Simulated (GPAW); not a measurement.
## A GW chain in GPAW: SnO (Pmn2_1)

Aim: the G0W0 gap of SnO (Pmn2_1) on LDA, step by step.

Calculated with GPAW 26.7.0; LDA and many-body steps on it, plane waves.

Report form: the programs' logs are mostly left out.

## 1. The starting structure

Symmetry: Pmn2_1, No. 31, orthorhombic system. Conventional cell: a = 3.355 Å, b = 5.674 Å, c = 4.222 Å, α = 90.00°, β = 90.00°, γ = 90.00°. Nearest to Sn lie 3 O at 2.15 to 2.16 Å. O has 3 Sn at 2.15 to 2.16 Å nearest. Farther neighbours and most contacts between anions are not listed.

Structure file:

```cif
data_structure
_symmetry_space_group_name_H-M 'P 1'
_symmetry_Int_Tables_number 1
_cell_length_a 3.3550
_cell_length_b 5.6741
_cell_length_c 4.2220
_cell_angle_alpha 90.000
_cell_angle_beta 90.000
_cell_angle_gamma 90.000
_cell_volume 80.37
loop_
_atom_site_label
_atom_site_type_symbol
_atom_site_fract_x
_atom_site_fract_y
_atom_site_fract_z
_atom_site_occupancy
Sn1 Sn 0.00000 0.23191 0.51314 1
Sn2 Sn 0.50000 0.76809 0.01314 1
O3 O 0.00000 0.89125 0.73686 1
O4 O 0.50000 0.10875 0.23686 1
```

The cell and positions are those that the Materials Project relaxed with its own functionals (PBE, PBE+U or r2SCAN), kept fixed. This is not the form that SnO usually takes at ambient conditions.

## 2. Ground state

This step: GPAW 26.7.0; DFT, LDA, plane waves, PAW.

The ground-state density comes first.

run.py reads:

```python
import json
import numpy as np
from gpaw.mpi import world
from ase import Atoms
from gpaw import GPAW, PW, FermiDirac

atoms = Atoms(['Sn', 'Sn', 'O', 'O'],
    cell=[[3.3550050000, 0.0000000000, 0.0000000000],
      [0.0000000000, 5.6741040000, 0.0000000000],
      [0.0000000000, 0.0000000000, 4.2219700000]],
    scaled_positions=[[0.0000000000, 0.2319090000, 0.5131440000],
      [0.5000000000, 0.7680910000, 0.0131440000],
      [0.0000000000, 0.8912500000, 0.7368570000],
      [0.5000000000, 0.1087500000, 0.2368570000]],
    pbc=(True, True, True))
calc = GPAW(mode=PW(600),
    xc='LDA',
    kpts={'size': (8, 4, 6), 'gamma': True},
    occupations=FermiDirac(0.001),
    nbands=-8,
    convergence={'density': 1e-6, 'bands': -3},
    maxiter=100,
    txt='gs.txt')
atoms.calc = calc
res = {'energy': atoms.get_potential_energy()}
kpts = calc.get_ibz_k_points()
res['kpts'] = kpts
res['eigenvalues'] = [calc.get_eigenvalues(kpt=k) for k in range(len(kpts))]
res['n_electrons'] = calc.get_number_of_electrons()
calc.write('gs.gpw')

if world.rank == 0:
    with open('result.json', 'w') as f:
        json.dump(res, f, default=lambda x: x.tolist())
```

The run is started by

```sh
$ mpirun -n 4 gpaw python run.py
```

It took 21 s on 4 MPI ranks of Arm Neoverse V2, shared host; peak memory 0.8 GiB.

This step gave:

* total energy: -26.02 eV
* gap: 1.366 eV
* k of the valence top: 0, 0, 0
* k of the conduction bottom: 0.375, 0.5, 0
* least direct gap: 2.016 eV

The gap is indirect, with the least direct gap 0.65 eV higher.

## 3. Empty states on the mesh, 4×2×2 mesh, 192 bands

The sums over transitions need many empty states on a uniform mesh; this step solves for them.

run.py reads:

```python
import json
import numpy as np
from gpaw.mpi import world
from gpaw import GPAW

calc = GPAW('gs.gpw').fixed_density(kpts={'size': (4, 2, 2), 'gamma': True},
    parallel={'domain': 1, 'band': 1},
    txt='nscf.txt')
calc.diagonalize_full_hamiltonian(nbands=192)
calc.write('full.gpw', mode='all')
res = {}
kpts = calc.get_ibz_k_points()
res['kpts'] = kpts
res['eigenvalues'] = [calc.get_eigenvalues(kpt=k) for k in range(len(kpts))]
res['n_electrons'] = calc.get_number_of_electrons()

if world.rank == 0:
    with open('result.json', 'w') as f:
        json.dump(res, f, default=lambda x: x.tolist())
```

The run is started by

```sh
$ mpirun -n 4 gpaw python run.py
```

It took 48 s on 4 MPI ranks; peak memory 3 GiB; 3.2 min of CPU time.

This step gave:

* gap: 1.853 eV
* k of the valence top: 0, 0, 0
* k of the conduction bottom: 0.5, 0.5, 0
* least direct gap: 2.593 eV
* k points computed: 12
* lowest point of the top converged band, above the valence top: 87.1081 eV

On this mesh the gap is 1.853 eV. The earlier step found 1.366 eV, so this mesh misses an edge.

## 4. Screening and self-energy, 4×2×2 mesh, 84 bands, screening to 60 eV

Now the one-shot GW correction: screening in the RPA, then the self-energy of the levels asked for.

This step: G0W0 on LDA, plane waves, PAW.

run.py reads:

```python
import json
import numpy as np
from gpaw.mpi import world
from gpaw.response.g0w0 import G0W0

gw = G0W0('full.gpw',
    filename='gw',
    kpts=[0, 10],
    bands=(18, 22),
    ecut=60,
    nbands=84,
    integrate_gamma='WS',
    ppa=True)
gw.calculate()
res = {mode: {k: v for k, v in r.items() if k != 'sigma_eskwn'}
       for mode, r in gw.all_results.items()}

if world.rank == 0:
    with open('result.json', 'w') as f:
        json.dump(res, f, default=lambda x: x.tolist())
```

The run is started by

```sh
$ mpirun -n 4 gpaw python run.py
```

The job ended after 16 s (4 MPI ranks; peak memory 1.1 GiB).

This step gave:

```yaml
g0w0_gap_on_the_points_computed: 2.537 eV
least_direct_g0w0_gap_on_the_computed_points: 3.310 eV
z_at_the_valence_top: 0.7768
z_at_the_conduction_bottom: 0.8033
starting_gap_on_the_mesh: 1.853 eV
k_of_the_valence_top: 0, 0, 0
k_of_the_conduction_bottom: 0.5, 0.5, 0
```

The gap on the mesh goes from 1.85 eV to 2.54 eV, a correction of +0.68 eV. The start differs from the 1.37 eV found before because the two sample other k points.

Limits: finite bands, cutoff and mesh; no spin-orbit coupling; coarse k mesh. v1 is the top filled band, c1 the lowest empty one. The levels before and after the correction (eV, zero at the valence-band top of each column):

```tsv
	conduction bottom	valence top
Kohn-Sham	1.85	0.00
G0W0	2.54	0.00
```

```tsv
	level	energy (eV)
Kohn-Sham	Γ v2	-2.023
Kohn-Sham	Γ v1	0.000
Kohn-Sham	Γ c1	2.593
Kohn-Sham	Γ c2	3.123
Kohn-Sham	(0.5 0.5 0) v2-v1	-0.899
Kohn-Sham	(0.5 0.5 0) c1-c2	1.853
G0W0	Γ v2	-2.243
G0W0	Γ v1	0.000
G0W0	Γ c1	3.310
G0W0	Γ c2	3.951
G0W0	(0.5 0.5 0) v2-v1	-1.108
G0W0	(0.5 0.5 0) c1-c2	2.537
```

## 5. Where the time went

Times are wall times on 4 MPI ranks of Arm Neoverse V2, shared host, good to a factor of about two.

```tsv
step	time	share	memory (GiB)
ground state	21 s	25 %	0.8
empty states on the mesh	48 s	56 %	3.0
screening and self-energy	16 s	19 %	1.1
```

## 6. Outcome

```
LDA gap                              : 1.37 eV, indirect
G0W0 gap on the mesh                 : 2.54 eV
G0W0 gap over the zone (rigid shift) : 2.05 eV
GW settings                          : 4×2×2 mesh, 84 bands, screening to 60 eV, Godby-Needs plasmon pole
known limits                         : not at the basis limit; no spin-orbit coupling; coarse k mesh
```

In words: G0W0 moves the gap on the mesh from 1.85 eV to 2.54 eV (+0.68 eV), with Z of 0.78 and 0.80 at the edges. The mesh misses the band edges by 0.49 eV in all; a rigid shift gives 2.05 eV for the zone. Only 2 of the mesh's irreducible points were corrected, so a valley elsewhere could overtake. The dearest step here is «empty states on the mesh». Bands and cutoff are finite, so the gap is not at the basis limit. The miss can reach some tenths of an eV and take either sign; the mesh is an error of its own. These stock PAW sets were not made for GW. In the G0W0 run levels were corrected at 2 k points alone, so a gap called «on the mesh» is the least over those, and an edge elsewhere would be missed. A denser mesh or path gives a starting gap of 1.37 eV: the GW mesh misses a band edge, so its gaps are not the fundamental one. The 4×2×2 mesh is coarse for this cell, which bears on the long-range parts of exchange and screening. Mesh or cutoff lie under what a gap needs, so these runs test behaviour and cost; their gaps are not to be quoted. The many-body steps are scalar-relativistic: spin-orbit coupling is not in them.

[Paths, hosts, dates, memory and timing lines, banners, echoed tables and standing remarks are left out of the program output.]

[Logs are printed without paths, hosts, clocks, repeated set-up lines and the standing remarks that a program may print on its own settings, such as how far it seeks lower states.]

[Runs of the session that timed out or met a known fault of the program may be left out.]

[Hosts, paths, dates, database ids (printed as entryN), source tags and the programs' standing remarks are cut or masked in the printed files.]
